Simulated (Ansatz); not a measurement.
**Tantalum (simple cubic) across density functionals**

All rows: Ansatz, plane waves with scalar-relativistic PAW, 420 eV (500 eV for the SCAN forms), relaxed under each functional, no dispersion correction, no zero-point motion. B₀ comes from uniform scaling at fixed shape; a dash is a value not given.

```csv
functional,V (Å³/atom),cell,B₀ (GPa),magnetic state,ΔE to bcc (meV/atom)
PBE,20.62,a = 2.742 Å,144,spin not included,1127
r²SCAN,20.23,a = 2.725 Å,148,spin not included,1204
PBEsol,19.85,a = 2.708 Å,156,spin not included,1167
LDA,19.33,a = 2.684 Å,166,spin not included,1144
revPBE,20.91,a = 2.755 Å,139,spin not included,1123
RPBE,21.03,a = 2.760 Å,137,spin not included,1121
BLYP,21.44,a = 2.778 Å,130,spin not included,899
```

LDA gives the smallest volume and BLYP the largest.
